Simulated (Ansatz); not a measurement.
**V: equation of state with PBE**

The system is V.

```
V
1.0
    -1.51435    1.51435    1.51435
     1.51435   -1.51435    1.51435
     1.51435    1.51435   -1.51435
V
1
Direct
  0.00000 0.00000 0.00000
```

```json
{
  "Program": "Ansatz 0.2.0",
  "Task": "equation of state",
  "Functional": "PBE",
  "Potentials or basis": "Ansatz PAW",
  "Cutoff": "420 eV",
  "Density cutoff": "1680 eV",
  "k mesh": "12 × 12 × 12",
  "Occupations": "fermi-dirac, width 0.05 eV",
  "Spin": "collinear spin, ferromagnetic start",
  "Starting moments": "[2.0] μB"
}
```

```
Equilibrium volume                      : 13.46 Å³/atom
Bulk modulus                            : 180 GPa
Pressure derivative of the bulk modulus : 3.7
```

Energy against volume, from the lowest point:
```csv
volume (Å³/atom),energy (meV/atom)
13.058,6.42
13.336,0.00
13.613,0.29
13.891,6.72
14.169,18.70
14.447,35.75
14.725,57.34
```

All runs of the series together: 12 s on 2 threads of AMD EPYC 7R13 Processor (Zen 3), on a shared host.
